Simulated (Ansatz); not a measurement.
# PbSe2 (I4/mcm) in Ansatz: further runs

One crystal, PbSe2, is run at these levels: LDA, r2SCAN; tasks: band structure.

Program: Ansatz 0.2.0. These are calculated values, not measurements. Logs are shortened: lines on timing, memory, paths and dates and some standing lists are left out, and cuts for length are marked.

**1. The structure**

It takes space group I4/mcm (No. 140, tetragonal). The conventional cell has a = 6.477 Å, b = 6.477 Å, c = 7.804 Å, α = 90.00°, β = 90.00°, γ = 90.00°. Pb (site symmetry 422) has 8 Se at 3.20 Å as nearest neighbours. Se (site symmetry m2m) has 1 Se at 2.38 Å as nearest neighbours.

The cell comes from a database or a generator and needn't be the stable form of this composition.

**2. Band structure, LDA**

input.yaml reads:

```yaml
crystal:
  lattice:
    - [-3.23863296, 3.23863296, 3.90219629]
    - [3.23863296, -3.23863296, 3.90219629]
    - [3.23863296, 3.23863296, -3.90219629]
  atoms:
    - { symbol: Pb, position: [0.75, 0.75, 0.0] }
    - { symbol: Pb, position: [0.25, 0.25, 0.0] }
    - { symbol: Se, position: [0.129816735, 0.370183265, 0.5] }
    - { symbol: Se, position: [0.870183265, 0.629816735, 0.5] }
    - { symbol: Se, position: [0.370183265, 0.870183265, 0.24036653] }
    - { symbol: Se, position: [0.629816735, 0.129816735, 0.75963347] }
hamiltonian:
  xc: lda
  pseudopotentials: { kind: paw }
kpoints:
  mp_grid: { grid: [6, 6, 6] }
  band_path:
    path:
      - [[0.0, 0.0, 0.0], [0.0, 0.0, 0.5], [-0.3444095964, 0.3444095964, 0.5], [-0.4222047982, 0.4222047982, 0.4222047982], [0.0, 0.0, 0.0], [0.5, 0.5, -0.5], [0.4222047982, 0.5777952018, -0.4222047982], [0.0, 0.5, 0.0], [0.25, 0.25, 0.25], [0.5, 0.5, -0.3444095964], [0.5, 0.5, -0.5]]
      - [[0.0, 0.0, 0.5], [0.25, 0.25, 0.25]]
    npoints: 14
scf:
  occupations: { method: fermi_dirac, width: 0.05 }
  n_extra_bands: 15
output:
  forces: true
  stress: true
  eigenvalues: true
  fatbands: true
```

Potentials or basis: Ansatz PAW.

The run is started by

```
$ ansatz run input.yaml --threads 2 --pin off --max-ram 5632MiB --backend cpu --events-out ev --progress --plain --runs-dir out
```

Output:

```text
Warning: RAYON_NUM_THREADS=2 ignored (pool sized by the plan → 2); use --threads N
scf.n_extra_bands = 15 over 46 filled bands (N_el = 92.0): the run solves 61 bands
Engine: ansatz 0.2.0, aarch64-unknown-linux-gnu
Pseudopotentials: kind: paw
Pseudopotential: Pb, paw, valence charge 14, recommended cutoff 420 eV (normal), Pb.paw.azcp
Pseudopotential: Se, paw, valence charge 16, recommended cutoff 420 eV (normal), Se.paw.azcp
Functional definition: SPW92
  exchange = slater_x
  correlation = pw_c
Crystal: 6 atoms, lattice volume = 163.717 Å³
Basis set: ecut = 420 eV, 3157 PW (Γ)
Bands: 61, of which v1, the nominal top of the filled ones, is band 46 counted from 1 (45 counted from 0)
Symmetry: 16 space group operations
Space group: I4/mcm (ITA 140), of the structure as read, at distance tolerance 5.5e-5 Å
k-points: 30 of 216
Non-local potential: Pb, projectors of the file, l = 0: 2, l = 1: 2, l = 2: 2, l = 3: 2
Non-local potential: Se, projectors of the file, l = 0: 2, l = 1: 2, l = 2: 3, l = 3: 1
PAW form: soft (Blöchl's): semilocal exchange-correlation on the pseudo side does not see the compensation charge
PAW frozen core: Pb, regenerated for the run's functional, and the local potential with it (the file was generated under x = pbe(κ = 0.804, μ = 0.2195149727645171), c = pbe(β = 0.06672455060314922))
PAW frozen core: Se, regenerated for the run's functional, and the local potential with it (the file was generated under x = pbe(κ = 0.804, μ = 0.2195149727645171), c = pbe(β = 0.06672455060314922))
PAW one-centre angular grid: Pb, 590 points (default); XC on 64 Gauss nodes
PAW one-centre angular grid: Se, 590 points (default); XC on 64 Gauss nodes
Initial density: superposition of atomic densities (neutral atoms: chi_scale 0, normalization atom), corrected by the library's trained network
Initial wavefunctions: pseudopotential atomic-orbital guess
Functional: x = slater, c = lda
SCF iter   1: F=—  HF=-44739.452384 eV  |F-HF|=—  |Δ(HF+E_count)|=         —  Δρ=4.53e-3  dr2=1.90e-2  ethr=1.77e-3  ⟨swp⟩=6.9  Hψ=7720  notcnv=0  defer=106
preconditioner: auto → Kerker (q_TF=auto, 2.478 Å⁻¹)  [metal: Δε(μ)=0.051 eV  Ē_g=15.188 eV  σ=0.050 eV  W_gap=0.24  n_scr=42 (ndim 8)  ℏωp=20.9 eV  f_vac=0.012  D(μ)=0.36/eV (n_scr^D=0)]
SCF iter   2: F=—  HF=-44739.445864 eV  |F-HF|=—  |Δ(HF+E_count)|=   6.52e-3  Δρ=2.64e-3  dr2=7.17e-3  ethr=2.07e-5  ⟨swp⟩=1.5  Hψ=2276  notcnv=0  defer=146
SCF iter   3: F=—  HF=-44739.444291 eV  |F-HF|=—  |Δ(HF+E_count)|=   1.57e-3  Δρ=5.13e-4  dr2=7.48e-4  ethr=7.79e-6  ⟨swp⟩=2.0  Hψ=2026  notcnv=0  defer=146
SCF iter   4: F=—  HF=-44739.444180 eV  |F-HF|=—  |Δ(HF+E_count)|=   1.10e-4  Δρ=2.11e-4  dr2=1.44e-4  ethr=8.13e-7  ⟨swp⟩=2.5  Hψ=2990  notcnv=0  defer=146
SCF iter   5: F=—  HF=-44739.444139 eV  |F-HF|=—  |Δ(HF+E_count)|=   4.13e-5  Δρ=8.63e-5  dr2=1.59e-5  ethr=1.57e-7  ⟨swp⟩=2.0  Hψ=3001  notcnv=0  defer=146
SCF iter   6: F=—  HF=-44739.444199 eV  |F-HF|=—  |Δ(HF+E_count)|=   5.99e-5  Δρ=3.31e-5  dr2=3.36e-6  ethr=1.73e-8  ⟨swp⟩=2.0  Hψ=3001  notcnv=0  defer=146
SCF iter   7: F=—  HF=-44739.444197 eV  |F-HF|=—  |Δ(HF+E_count)|=   1.32e-6  Δρ=8.83e-6  dr2=3.44e-7  ethr=3.65e-9  ⟨swp⟩=2.0  Hψ=3003  notcnv=0  defer=146
SCF iter   8: F=-44739.444197 eV  HF=-44739.444197 eV  |F-HF|=2.16e-8  |Δ(HF+E_count)|=   1.12e-7  Δρ=2.51e-6  dr2=3.53e-8  ethr=1.09e-10  ⟨swp⟩=11.4  Hψ=9280  notcnv=0
SCF 1 converged in 8 iterations: F = -44739.444197 eV  dr2 = 3.53e-8
NSCF: frozen V_eff on 156 k-points
SCF converged after 8 iterations
Free energy (F): -44739.444197 eV
Harris-Foulkes:  -44739.444197 eV  (|F-HF|=2.16e-8)
Internal energy: -44739.441168 eV  (E = F + TS)
E sigma→0 (E₀):  -44739.442683 eV
Entropy (-TS):   -0.003029 eV (-0.505 meV/atom)
Fermi energy:    8.673521 eV
--- Per-component energies (eV) ---
  E_band       = -1659.996643
  E_kinetic    = 1047.568443
  E_local      = -11953.775407  (includes V_loc(G=0)·N_el)
  E_nonlocal   = -1646.277331
  E_hartree    = 5683.433898
  E_xc         = -851.811460
  E_vxc        = -659.614895  (∫ρ·V_xc dr)
  E_paw        = -27510.024837  (= ΣΔE_a)
  E_vpaw       = 185.234603  (= ΣTr[D̂ρ^β])
  E_aug_tail   = -0.002238  (compensation charges beyond the density's cutoff)
  E_ewald      = -9517.266258
  E_core_change = 8.714022  (= ΣΔE_core)
  E_smearing   = -0.003029  (= −TS)
  E_closure    = -0.000000  (closes the sum)
  Σ components = -44739.444197   (vs F -44739.444197, Δ=0.00e0)
--- Forces (eV/Å), atoms counted from 1 ---
  atom   1  Pb     0.00000000     0.00000000     0.00000000
  atom   2  Pb     0.00000000     0.00000000     0.00000000
  atom   3  Se    -0.09276754     0.09276754    -0.00000000
  atom   4  Se     0.09276754    -0.09276754    -0.00000000
  atom   5  Se    -0.09276754    -0.09276754     0.00000000
  atom   6  Se     0.09276754     0.09276754    -0.00000000
  max |Σ_I F_I| component: 4.16e-17 eV/Å
--- Stress (GPa, compression-positive) ---
       -3.496108       0.000000      -0.000000
        0.000000      -3.496108      -0.000000
        0.000000       0.000000      -3.275725
  P = ⅓ Tr σ = -3.4226 GPa (-34.226 kbar)
--- Band table (eV; the first three rows and the last of 30) ---
  k-point 0: bands = ["-39.5887", "-39.5882", "-39.5098", "-39.5098", "-39.5047", "-39.5047", "-39.4868", "-39.4866", "-39.4813", "-39.4809", "-39.4632", "-39.4632", "-39.3080", "-39.3080", "-39.3068", "-39.3064", "-39.3059", "-39.3056", "-39.3041", "-39.3041", "-8.3548", "-8.3527", "-8.3527", "-8.3085", "-8.2799", "-8.2790", "-8.2790", "-8.2709", "-8.2593", "-8.2433", "-6.2889", "-5.1942", "-2.8823", "-2.8823", "0.2619", "0.9477", "3.8877", "4.1965", "4.6215", "4.6215", "5.3497", "5.5403", "5.5403", "5.7257", "5.7696", "8.6281", "10.8358", "10.8358", "11.8671", "11.8671", "12.6855", "12.6855", "12.8637", "13.0296", "13.3389", "15.2381", "15.6460", "16.8561", "16.8561", "17.3169", "18.6253"]
  k-point 1: bands = ["-39.5886", "-39.5883", "-39.5098", "-39.5098", "-39.5047", "-39.5047", "-39.4868", "-39.4867", "-39.4812", "-39.4810", "-39.4632", "-39.4632", "-39.3080", "-39.3080", "-39.3067", "-39.3064", "-39.3059", "-39.3057", "-39.3041", "-39.3041", "-8.3594", "-8.3536", "-8.3448", "-8.3023", "-8.2815", "-8.2788", "-8.2775", "-8.2735", "-8.2636", "-8.2444", "-6.1800", "-5.2595", "-3.0000", "-2.9278", "0.2801", "0.8060", "3.6648", "4.0616", "4.6090", "5.2278", "5.3332", "5.5268", "5.9044", "6.0434", "6.4486", "7.9399", "10.4497", "10.9071", "11.0774", "11.8345", "12.3677", "12.3744", "12.6812", "13.4648", "13.5740", "15.2140", "15.8188", "16.5378", "17.2268", "17.8920", "18.3358"]
  k-point 2: bands = ["-39.5885", "-39.5884", "-39.5098", "-39.5098", "-39.5047", "-39.5047", "-39.4868", "-39.4867", "-39.4811", "-39.4810", "-39.4632", "-39.4632", "-39.3080", "-39.3080", "-39.3066", "-39.3065", "-39.3058", "-39.3057", "-39.3042", "-39.3041", "-8.3720", "-8.3515", "-8.3284", "-8.2910", "-8.2855", "-8.2793", "-8.2783", "-8.2735", "-8.2732", "-8.2456", "-5.9169", "-5.3751", "-3.3615", "-3.0167", "0.4948", "0.5667", "3.8205", "4.0781", "4.2018", "4.6287", "6.1377", "6.2502", "6.4987", "7.0834", "7.2461", "7.2798", "9.6597", "10.7419", "10.8176", "11.0814", "11.2777", "11.3379", "13.0146", "13.3203", "13.8335", "15.4655", "16.1427", "16.4823", "17.0910", "17.8697", "18.0298"]
  k-point 29: bands = ["-39.5887", "-39.5882", "-39.5098", "-39.5098", "-39.5047", "-39.5047", "-39.4868", "-39.4867", "-39.4813", "-39.4809", "-39.4632", "-39.4632", "-39.3080", "-39.3080", "-39.3067", "-39.3064", "-39.3058", "-39.3057", "-39.3042", "-39.3042", "-8.3457", "-8.3243", "-8.3243", "-8.3109", "-8.2912", "-8.2862", "-8.2862", "-8.2647", "-8.2631", "-8.2550", "-5.8690", "-5.3104", "-3.1474", "-3.1474", "-0.3965", "-0.1508", "3.9742", "4.0537", "4.9026", "4.9026", "6.3444", "6.6514", "7.4169", "7.4169", "8.6637", "8.7433", "9.9688", "9.9715", "9.9715", "10.9223", "10.9223", "11.4365", "11.8503", "11.8503", "13.5504", "13.8307", "16.5420", "16.5420", "16.8730", "17.8686", "17.8686"]
```

Run time: 47 s. Hardware: 2 threads of Arm Neoverse V1, shared host; peak memory 0.9 GiB.

Results:

```yaml
Free_energy: -44739.4442 eV
Pressure: -3.4 GPa
Largest_force: 0.131 eV/Å
Band_gap_on_the_k_mesh: none (metal or under the smearing width)
```

Forces in eV/Å, atoms in the order of the input:
```
Pb   0.000  0.000  0.000
Pb   0.000  0.000  0.000
Se  -0.093  0.093  0.000
Se   0.093 -0.093  0.000
Se  -0.093 -0.093  0.000
Se   0.093  0.093  0.000
```

Stress tensor (GPa, compression positive):
```
-3.50  0.00  0.00
 0.00 -3.50  0.00
 0.00  0.00 -3.28
```

Levels at the corners of the path, in eV from the Fermi level:
```tsv
point	band 43	band 44	band 45	band 46	band 47	band 48	band 49	band 50
Γ	-3.13	-2.95	-2.90	-0.05	2.16	2.16	3.19	3.19
X	-2.16	-1.22	-1.20	-0.37	1.18	1.34	1.66	1.87
Y	-1.24	-0.88	-0.64	-0.19	-0.06	1.80	1.87	1.87
S	-1.39	-0.90	-0.37	-0.24	0.60	1.29	2.06	2.09
Γ	-3.13	-2.95	-2.90	-0.05	2.16	2.16	3.19	3.19
Z	-1.26	-1.26	-0.01	0.07	1.30	1.30	1.30	2.25
S1	-1.39	-0.90	-0.37	-0.24	0.60	1.29	2.06	2.09
N	-2.08	-2.08	-0.83	-0.83	0.55	0.55	2.41	2.41
P	-2.09	-2.09	-0.89	-0.89	2.00	2.00	2.41	2.41
Y1	-1.24	-0.88	-0.64	-0.19	-0.06	1.80	1.87	1.87
Z	-1.26	-1.26	-0.01	0.07	1.30	1.30	1.30	2.25
X	-2.16	-1.22	-1.20	-0.37	1.18	1.34	1.66	1.87
P	-2.09	-2.09	-0.89	-0.89	2.00	2.00	2.41	2.41
```

Caveat: spin-orbit coupling is left out, which moves the levels of the heavy elements; the PAW data sets come from PBE, with cores solved anew for the run's functional, which leaves a small shift of forces and pressure.

**3. Band structure, r2SCAN**

Edit input.yaml of step 2 so:

```diff
@@ -13,3 +13,3 @@
 hamiltonian:
-  xc: lda
+  xc: r2scan
   pseudopotentials: { kind: paw }
@@ -29,2 +29,2 @@
   eigenvalues: true
-  fatbands: true
+  fatbands: false
```

Potentials or basis: Ansatz PAW.

The run is started by

```
$ ansatz run input.yaml --threads 2 --pin off --max-ram 5632MiB --backend cpu --events-out ev --progress --plain --runs-dir out
```

Run time: 51 s. Hardware: 2 threads of Arm Neoverse V1, shared host; peak memory 1.3 GiB.

Results (log left out):

```yaml
Free_energy: -45756.6592 eV
Pressure: 0.0 GPa
Largest_force: 0.007 eV/Å
Band_gap_on_the_k_mesh: 0.25 eV, indirect (least direct gap 0.54 eV)
Band_gap_along_the_path: 0.05 eV, indirect (least direct gap 0.50 eV)
```

Forces in eV/Å, atoms in the order of the input:
```
Pb   0.000  0.000  0.000
Pb   0.000  0.000  0.000
Se   0.005 -0.005  0.000
Se  -0.005  0.005  0.000
Se   0.005  0.005  0.000
Se  -0.005 -0.005  0.000
```

Levels at the corners of the path, in eV from the valence-band top:
```tsv
point	band 43	band 44	band 45	band 46	band 47	band 48	band 49	band 50
Γ	-3.20	-3.09	-3.02	-0.14	2.50	2.50	3.56	3.56
X	-2.23	-1.34	-1.31	-0.42	1.63	1.71	1.99	2.15
Y	-1.34	-0.95	-0.64	-0.26	0.32	2.08	2.18	2.27
S	-1.49	-0.98	-0.34	-0.28	0.91	1.59	2.41	2.45
Γ	-3.20	-3.09	-3.02	-0.14	2.50	2.50	3.56	3.56
Z	-1.35	-1.35	-0.02	0.00	1.63	1.63	1.71	2.56
S1	-1.49	-0.98	-0.34	-0.28	0.91	1.59	2.41	2.45
N	-2.17	-2.17	-0.88	-0.88	0.89	0.89	2.77	2.77
P	-2.17	-2.17	-0.93	-0.93	2.27	2.27	2.75	2.75
Y1	-1.34	-0.95	-0.64	-0.26	0.32	2.08	2.18	2.27
Z	-1.35	-1.35	-0.02	0.00	1.63	1.63	1.71	2.56
X	-2.23	-1.34	-1.31	-0.42	1.63	1.71	1.99	2.15
P	-2.17	-2.17	-0.93	-0.93	2.27	2.27	2.75	2.75
```

Caveat: the k mesh misses the band edges, so the gap on the mesh is wider than the one along the path; spin-orbit coupling is left out, which as a rule narrows the gap of such compounds by several tenths of an eV; the PAW data sets come from PBE, with cores solved anew for the run's functional, which leaves a small shift of forces and pressure.
